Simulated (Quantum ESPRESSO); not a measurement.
Runs of Quantum ESPRESSO 7.5 on TiSe. It takes space group P4/nmm (No. 129, tetragonal). Conventional cell: a = 4.178 Å, b = 4.178 Å, c = 5.984 Å, α = 90.00°, β = 90.00°, γ = 90.00°. Se (site symmetry 4mm) has 4 Ti at 2.53 Å as nearest neighbours. Around Ti (site symmetry -4m2) lie 4 Se at 2.53 Å. The cell comes from a database or a generator and needn't be the stable form of this composition.

| task | level | potentials or basis | cell | k mesh | cutoff (eV) | symmetry | SCF threshold | form of the LDA correlation | gap on the mesh (eV) | pressure (GPa) | largest force (eV/Å) |
| --- | --- | --- | --- | --- | --- | --- | --- | --- | --- | --- | --- |
| band structure | r2SCAN | SG15 PBE 1.2 | as given | 5 × 5 × 4 | 952 | off | 1e-08 Ry | - | none | -1.3 | (a) |
| single point | PBEsol | GBRV 1.5 PBEsol | atoms moved at random, drawn with an rms of 0.05 Å | 7 × 7 × 5 | 612 | - | 8e-10 Ry | - | none | -2.5 | 0.56 |
| band structure | LDA | GBRV 1.5 LDA | as given | 7 × 7 × 5 | 612 | - | 8e-10 Ry | PZ81 | none | -4.9 | 0.61 |
| band structure | PBEsol | GBRV 1.5 PBEsol | as given | 7 × 7 × 5 | 612 | - | 8e-10 Ry | - | none | -2.9 | 0.34 |
| single point | PBEsol | GBRV 1.5 PBEsol | as given | 7 × 7 × 5 | 612 | - | 8e-10 Ry | - | none | -2.9 | 0.34 |

Alike in all rows: no spin polarisation; smearing fermi-dirac 0.05 eV.

Q: Estimate the missing entries.

A: (a) 0.09.

Caveats: some levels on the path didn't converge (some runs); this functional lacks dispersion, which binds the layers, so the pressure and a relaxed spacing across them are unreliable (some runs); the potentials were made for another functional, which shifts forces and pressure (some runs).

A k mesh can miss the band edges, and the runs leave out spin-orbit coupling on Se.

A gap of «none» marks a metal or a gap under the smearing width.
